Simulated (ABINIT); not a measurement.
Zr, 2 atoms in the cell. The structure is hexagonal, space group P6_3/mmc (No. 194). Conventional cell: a = 3.232 Å, b = 3.232 Å, c = 5.147 Å, α = 90.00°, β = 90.00°, γ = 120.00°. Zr (site symmetry -6m2) is surrounded by 12 Zr at 3.18 to 3.23 Å. 

- Program: ABINIT 10.8.3 (patched build)
- Task: band structure
- Functional: LDA
- Potentials or basis: PseudoDojo NC SR LDA v0.4.1 standard
- Cutoff: 952 eV
- k mesh: 9 × 9 × 5
- Occupations: fermi-dirac, width 0.05 eV
- Spin: no spin polarisation

Potentials or basis: PseudoDojo NC SR LDA v0.4.1 standard.

Launch:

```bash
$ abinit run.abi > log 2>&1
```

Hardware: 1 thread of Arm Neoverse V2 (shared host).

Estimate the wall time of this run.

Run time: 82 s on 1 thread of Arm Neoverse V2, on a shared host, peak memory 0.12 GiB. Counts: scf iterations 9, mpi ranks 1, k points 36, bands 16, plane waves 3124.
